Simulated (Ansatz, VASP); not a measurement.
# Hf2N in VASP and in Ansatz

```xyz
6
Lattice="5.3131 0.0000 0.0000 0.0000 5.3131 0.0000 0.0000 0.0000 3.2421" Properties=species:S:1:pos:R:3 pbc="T T T"
Hf    1.5702    1.5702    0.0000
Hf    3.7429    3.7429    0.0000
Hf    4.2268    1.0863    1.6210
Hf    1.0863    4.2268    1.6210
N     0.0000    0.0000    0.0000
N     2.6566    2.6566    1.6210
```

Alike in both runs: task single point; functional PBEsol; k mesh 1 × 1 × 1; occupations gaussian, width 0.1 eV; no spin polarisation.

```csv
,VASP,Ansatz
version,VASP 6.6.1,Ansatz 0.2.0
potentials or method,"VASP PAW PBE potentials, release 64 (Hf_pv, N)","scalar-relativistic, plane waves, PAW"
plane-wave cutoff (eV),520,420
valence electrons in the cell,50,114
```

```tsv
	VASP	Ansatz	Ansatz less VASP
pressure (GPa)	8.4	8.6	+0.14
largest component of the traceless stress (GPa)	3.59	3.98	+0.389
rms of the force components (eV/Å)	0.335	0.363	+0.0278
```

Atom by atom the forces differ by 0.028 eV/Å (rms over components). The two sets of potentials don't hold the same shells in valence.

Caveats: the k mesh is coarse (spacing up to 1.94 Å⁻¹), so the values aren't converged; the PAW data sets were made with another functional, which shifts forces and pressure a little (VASP).
